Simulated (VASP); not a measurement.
Wanted: the native input for a VASP 6.6.1 run.

```
Task                   : relaxation of cell and atoms
Functional             : PBE
Dispersion             : D3(BJ)
Potentials or basis    : VASP PAW PBE potentials, release 64 (Mo_sv, P)
Cutoff                 : 600 eV
k mesh                 : 15 × 15 × 11
Occupations            : methfessel-paxton, width 0.1 eV
Spin                   : no spin polarisation
Further INCAR settings : ALGO = Normal; EDIFF = 1e-06; IBRION = 2; EDIFFG = -0.01; NSW = 90; ISIF = 3
```

The structure of MoP lies in POSCAR:

```
MoP
1.0
    3.2230000000      0.0000000000      0.0000000000
   -1.6115000000      2.7911998764      0.0000000000
    0.0000000000      0.0000000000      3.1910000000
Mo P
1 1
Direct
    0.0000000000      0.0000000000      0.0000000000
    0.3333333333      0.6666666667      0.5000000000
```

These files were run (other wordings do the same):

INCAR

```
  PREC = Accurate
  ENCUT = 600
  EDIFF = 1E-6
  ISMEAR = 1
  SIGMA = 0.1
  LREAL = F
  LASPH = T
  NELM = 80
  ALGO = Normal
  ISIF = 3
  LWAVE = F
  LCHARG = F
  GGA = PE
  IVDW = 12
  IBRION = 2
  NSW = 90
  EDIFFG = -0.01
```

KPOINTS

```
Automatic mesh
0
Gamma
  15 15 11
```

Potentials or basis: VASP PAW PBE potentials, release 64 (Mo_sv, P).

Run with:

```sh
$ cat potpaw_PBE.64/Mo_sv/POTCAR potpaw_PBE.64/P/POTCAR > POTCAR
$ mpirun -np 1 vasp_std > vasp.out
```

Results of the run:

* Relaxed volume: 14.07 Å³/atom
* Relaxed cell: a = 3.200 Å, b = 3.200 Å, c = 3.173 Å, α = 90.00°, β = 90.00°, γ = 120.00°
* Space group after relaxing (to 0.05 Å): P-6m2 (No. 187)
* Energy gained by relaxing: 4.0 meV/atom
* Ionic steps: 5
* Pressure after relaxing: 0.0 GPa
* Band gap on the k mesh: none (metal or under the smearing width)
* Dispersion energy per atom: -0.642 eV

Caveat: pairwise dispersion overbinds metals, which lowers pressure and volume.

It took 2.8 min on 1 thread of Intel(R) Xeon(R) Platinum 8488C (Sapphire Rapids), on a shared host, peak memory 0.24 GiB.
